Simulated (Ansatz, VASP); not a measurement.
Pb in VASP and in Ansatz

The input INCAR:

```
PREC = Accurate
ENCUT = 520
EDIFF = 1E-6
ISMEAR = -1
SIGMA = 0.1
LREAL = False
LASPH = True
NELM = 80
ALGO = Normal
ISIF = 2
LWAVE = False
LCHARG = False
GGA = CA
NBANDS = 13
```

KPOINTS

```
Automatic mesh
0
Gamma
  11 11 11
```

Contents of POSCAR:

```
Pb
1.0
    3.2663159363      0.0000000000      0.0000000000
    0.0000000000      3.2663159363      0.0000000000
    0.0000000000      0.0000000000      3.2663159363
Pb
1
Direct
    0.0000000000      0.0000000000      0.0000000000
```

Input for Ansatz:

```yaml
crystal:
  lattice:
    - [3.2663159363, 0.0, 0.0]
    - [0.0, 3.2663159363, 0.0]
    - [0.0, 0.0, 3.2663159363]
  atoms:
    - { symbol: Pb, position: [0.0, 0.0, 0.0] }
hamiltonian:
  xc: lda
  pseudopotentials:
    kind: paw
    azcp:
      Pb: "pseudopotentials/Pb.paw.azcp"
basis:
  ecutwfc: 420
  fft_grid_basis: typed
kpoints:
  mp_grid: { grid: [11, 11, 11], shift: [0, 0, 0] }
magnetization:
  spin_polarized: false
scf:
  occupations: { method: fermi_dirac, width: 0.1 }
  lower_state_search: "off"
output:
  stress: true
```

Alike in both runs: task single point; functional LDA; k mesh 11 × 11 × 11; occupations fermi-dirac, width 0.1 eV; no spin polarisation.

|  | VASP | Ansatz |
| --- | --- | --- |
| version | VASP 6.6.1 | Ansatz 0.2.0 |
| potentials or method | VASP PAW LDA potentials, release 64 (Pb_d) | plane waves (420 eV) with PAW, scalar-relativistic |
| plane-wave cutoff (eV) | 520 | 420 |
| valence electrons in the cell | 14 | 14 |

|  | VASP | Ansatz | Ansatz less VASP |
| --- | --- | --- | --- |
| pressure (GPa) | -3.9 | -3.9 | -0.02 |

Ansatz warned: «pseudo_functional_mismatch».

The runs have no spin-orbit coupling, so splittings on Pb are missing.
